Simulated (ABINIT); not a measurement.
MoS2, 3 atoms in the cell. Symmetry: R-3m, No. 166, trigonal system. The conventional cell has a = 3.171 Å, b = 3.171 Å, c = 18.345 Å, α = 90.00°, β = 90.00°, γ = 120.00°. Mo (site symmetry -3m) has 6 S at 2.39 Å as nearest neighbours. S (site symmetry 3m) has 3 Mo at 2.39 Å as nearest neighbours. Measurements of this composition are mostly on another form, of space group No. 194.

```yaml
Program: ABINIT 10.8.3 (patched build)
Task: relaxation of cell and atoms
Functional: PBEsol
Potentials_or_basis: JTH PAW PBE v2.0
Cutoff: 544 eV
k_mesh: 8 × 8 × 8
Occupations: fermi-dirac, width 0.05 eV
Spin: no spin polarisation
Cell_freedom_optcell: 2
Cutoff_smearing_ecutsm_Ha: 0.5
Optimiser_ionmov: 22
Force_stop_Ha/bohr: 0.0002
Fine-grid_cutoff: 1088.46 eV
```

Potentials or basis: JTH PAW PBE v2.0.

The run is started by

```console
$ abinit run.abi > log 2>&1
```

Hardware: 1 thread of AMD EPYC 9R45 96-Core Processor (Zen 5) (shared host).

Q: Estimate the wall time of this run.

A: Wall time 26 min on 1 thread of AMD EPYC 9R45 96-Core Processor (Zen 5) (shared host), peak memory 0.33 GiB. Counts: scf iterations 179, mpi ranks 1, k points 65, bands 17, plane waves 1963, ion steps 16.
